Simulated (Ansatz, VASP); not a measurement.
One calculation of Al, two programs

POSCAR

```
Al
1.0
    0.0000000000      2.0157667679      2.0157667679
    2.0157667679      0.0000000000      2.0157667679
    2.0157667679      2.0157667679      0.0000000000
Al
1
Direct
    0.0000000000      0.0000000000      0.0000000000
```

INCAR.step1

```
ALGO = Normal
EDIFF = 1E-4
ENCUT = 520
GGA = PE
ISMEAR = 0
LASPH = T
LCHARG = F
LREAL = F
LWAVE = T
NBANDS = 8
NELM = 80
PREC = Accurate
SIGMA = 0.1
```

Contents of INCAR.step2:

```
ALGO = Normal
EDIFF = 1E-7
ENCUT = 520
ISIF = 2
ISMEAR = 0
ISTART = 1
LASPH = T
LCHARG = F
LMIXTAU = T
LREAL = F
LWAVE = F
METAGGA = R2SCAN
NBANDS = 8
NELM = 80
PREC = Accurate
SIGMA = 0.1
```

File KPOINTS:

```
k-points
0
Gamma
  18 18 18
```

Input for Ansatz:

```yaml
crystal:
  lattice:
    - [0.0, 2.0157667679, 2.0157667679]
    - [2.0157667679, 0.0, 2.0157667679]
    - [2.0157667679, 2.0157667679, 0.0]
  atoms:
    - { symbol: Al, position: [0.0, 0.0, 0.0] }
basis:
  ecutwfc: 500
kpoints:
  mp_grid: { grid: [18, 18, 18] }
hamiltonian:
  xc: r2scan
scf:
  occupations: { method: gaussian, width: 0.1 }
output:
  forces: true
  stress: true
  eigenvalues: true
```

Alike in both runs: task single point; functional r2SCAN; k mesh 18 × 18 × 18; occupations gaussian, width 0.1 eV; no spin polarisation.

|  | VASP | Ansatz |
| --- | --- | --- |
| version | VASP 6.6.1 | Ansatz 0.2.0 |
| potentials or method | VASP PAW PBE potentials, release 64 (Al) | scalar-relativistic, plane waves, PAW |
| plane-wave cutoff (eV) | 520 | 500 |
| valence electrons in the cell | 3 | 3 |

```tsv
	VASP	Ansatz	Ansatz less VASP
gap on the k mesh at the Fermi level (eV)	none	none	-
pressure (GPa)	-2.8	-2.5	+0.30
```

A gap of «none» marks a metal or a gap that the smearing closes. With one functional, cell and mesh, what is left measures potentials, basis and numerics.

Caveats: the PAW data sets were made with another functional, which shifts forces and pressure a little (VASP).
